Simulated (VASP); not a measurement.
**VASP 6.6.1 run: NaCl**

INCAR

```
LWAVE = .FALSE.
ISMEAR = -1
GGA = PE
NELM = 75
LCHARG = .FALSE.
EDIFF = 1E-5
LASPH = .TRUE.
IBRION = -1
PREC = Accurate
ISIF = 2
ENCUT = 250
NSW = 0
NBANDS = 14
LREAL = .FALSE.
SIGMA = 0.02
```

KPOINTS

```
KPOINTS created by Atomic Simulation Environment
0
Gamma
6 6 6
0 0 0
```

POSCAR

```
Na Cl
 1.0000000000000000
     0.0011000000000000    2.6945999999999999    2.7744000000000000
     2.7940999999999998    0.0634000000000000    2.7120000000000002
     2.9081999999999999    2.7463000000000002   -0.0507000000000000
 Na  Cl
   1   1
Cartesian
  2.9934409399999997  5.3787054300000001  2.7500921699999998
  2.7748223200000002  2.6857501900000003  2.6887648500000001
```

The recommended PBE PAW datasets give the neutral cell 14 valence electrons.

Command

```
mpirun -np 1 vasp_std
```

OSZICAR

```
N       E                     dE             d eps       ncg     rms          rms(c)
DAV:   1     0.680873704080E+02    0.68087E+02   -0.46057E+03  3190   0.668E+02
DAV:   2    -0.283792657563E+01   -0.70925E+02   -0.67152E+02  3588   0.193E+02
DAV:   3    -0.684852651848E+01   -0.40106E+01   -0.39993E+01  4138   0.479E+01
DAV:   4    -0.689192146985E+01   -0.43395E-01   -0.43388E-01  3652   0.546E+00
DAV:   5    -0.689266964483E+01   -0.74817E-03   -0.74814E-03  4144   0.691E-01    0.303E+00
DAV:   6    -0.671171821345E+01    0.18095E+00   -0.29206E-01  3874   0.333E+00    0.236E+00
DAV:   7    -0.670087809774E+01    0.10840E-01   -0.84888E-02  4202   0.172E+00    0.142E+00
DAV:   8    -0.670586624972E+01   -0.49882E-02   -0.85192E-03  3478   0.774E-01    0.325E-01
DAV:   9    -0.670578148887E+01    0.84761E-04   -0.17206E-04  4060   0.102E-01    0.154E-01
DAV:  10    -0.670590699124E+01   -0.12550E-03   -0.26474E-04  3616   0.123E-01    0.567E-02
DAV:  11    -0.670589953452E+01    0.74567E-05   -0.15560E-05  4048   0.360E-02
   1 F= -.67058995E+01 E0= -.67058995E+01  d E =-.123797E-11
```

Standard output (part)

```
POSCAR found type information on POSCAR NaCl
 POSCAR found :  2 types and       2 ions
 LDA part: xc-table for (Slater+PW92), standard interpolation
 POSCAR, INCAR and KPOINTS ok, starting setup
 WAVECAR not read
 entering main loop
```

From OUTCAR

```
k-points           NKPTS =    112   k-points in BZ     NKDIM =    112   number of bands    NBANDS=     14

   NELECT =      14.0000    total number of electrons

   dimension x,y,z NGX =    20 NGY =   20 NGZ =   24
   dimension x,y,z NGXF=    40 NGYF=   40 NGZF=   48

  energy-cutoff  :      250.00
  volume of cell :       42.40
      direct lattice vectors                 reciprocal lattice vectors
     0.001100000  2.694600000  2.774400000    -0.175720555  0.189340144  0.176613805
     2.794100000  0.063400000  2.712000000     0.182907943 -0.190280315  0.184734767
     2.908200000  2.746300000 -0.050700000     0.168190017  0.182743261 -0.177553706

 k-points in reciprocal lattice and weights: KPOINTS created by Atomic Simulation Env
   0.00000000  0.00000000  0.00000000       0.005
   0.16666667  0.00000000 -0.00000000       0.009
   0.33333333  0.00000000 -0.00000000       0.009
   0.50000000  0.00000000  0.00000000       0.005
  -0.00000000  0.16666667 -0.00000000       0.009
   0.16666667  0.16666667 -0.00000000       0.009
   0.33333333  0.16666667 -0.00000000       0.009
   0.50000000  0.16666667 -0.00000000       0.009
   ...

 E-fermi :   0.1644

 k-point     1 :       0.0000    0.0000    0.0000
  band No.  band energies     occupation
      1     -21.1395      2.00000
      2     -21.1301      2.00000
      3     -21.1275      2.00000
      4     -13.2037      2.00000
      5      -0.4940      2.00000
      6      -0.3986      2.00000
      7      -0.2761      2.00000
      8       4.9146      0.00000
      9      10.3786      0.00000
     10      10.9167      0.00000
     11      11.3271      0.00000
     12      12.8504      0.00000
     13      13.4495      0.00000
     14      14.6773      0.00000

 k-point     2 :       0.1667    0.0000   -0.0000
  band No.  band energies     occupation
      1     -21.1452      2.00000
      2     -21.1382      2.00000
      3     -21.1288      2.00000
      4     -13.1081      2.00000
      5      -1.0462      2.00000
      6      -0.5494      2.00000
      7      -0.3833      2.00000
      8       5.7530      0.00000
      9      10.0306      0.00000
     10      10.8798      0.00000
     11      11.4809      0.00000
     12      12.6655      0.00000
     13      13.0100      0.00000
     14      15.9007      0.00000

 k-point     3 :       0.3333    0.0000   -0.0000
  band No.  band energies     occupation
      1     -21.1662      2.00000
      2     -21.1406      2.00000
      3     -21.1309      2.00000
      4     -12.9075      2.00000
      5      -2.0648      2.00000
      6      -0.6711      2.00000
      7      -0.5466      2.00000
      8       6.8209      0.00000
      9       9.9086      0.00000
     10      10.8122      0.00000
     11      11.2865      0.00000
     12      13.6185      0.00000
     13      14.2422      0.00000
     14      15.2744      0.00000

 k-point     4 :       0.5000    0.0000    0.0000
  band No.  band energies     occupation
      1     -21.1753      2.00000
      2     -21.1420      2.00000
      3     -21.1307      2.00000
      4     -12.8019      2.00000
      5      -2.4968      2.00000
      6      -0.7323      2.00000
      7      -0.6194      2.00000
      8       6.9779      0.00000
      9      10.3692      0.00000
     10      10.7967      0.00000
     11      11.0970      0.00000
     12      14.8861      0.00000
     13      15.4446      0.00000
     14      16.5185      0.00000

 ...

  Total       -0.5254670      0.0750457     -0.3878861     -0.1342571     -0.0052621      0.0882394
  in kB      -19.8542531      2.8355297    -14.6558941     -5.0727739     -0.1988222      3.3340376
  external PRESSURE =     -10.5582058 kB  Pullay stress =       0.0000000 kB

 POSITION                                       TOTAL-FORCE (eV/Angst)
 -----------------------------------------------------------------------------------
      2.99344      5.37871      2.75009        -0.181568     -0.024241     -0.086210
      2.77482      2.68575      2.68876         0.181568      0.024241      0.086210
 -----------------------------------------------------------------------------------
    total drift:                               -0.000908     -0.000334      0.000448

  FREE ENERGIE OF THE ION-ELECTRON SYSTEM (eV)
  ---------------------------------------------------
  free  energy   TOTEN  =        -6.7058995345 eV

  energy  without entropy=       -6.7058995345  energy(sigma->0) =       -6.70589953
```

It converged. Results: gap between bands v and c on the k mesh 5.19 eV; least direct gap on the k mesh 5.19 eV; pressure -1.1 GPa; largest force 0.20 eV/Å. Band v is the last that the valence electrons fill when counted band by band, and c is the next.

For comparison, a separate PBE run of the intended cell, on usual settings and not on those above, gives a gap of 5.21 eV on its mesh and a pressure of 2.9 GPa.

The run above took about 13 s on one core of a shared host (Intel Xeon Platinum 8488C) and held 0.13 GiB at most.
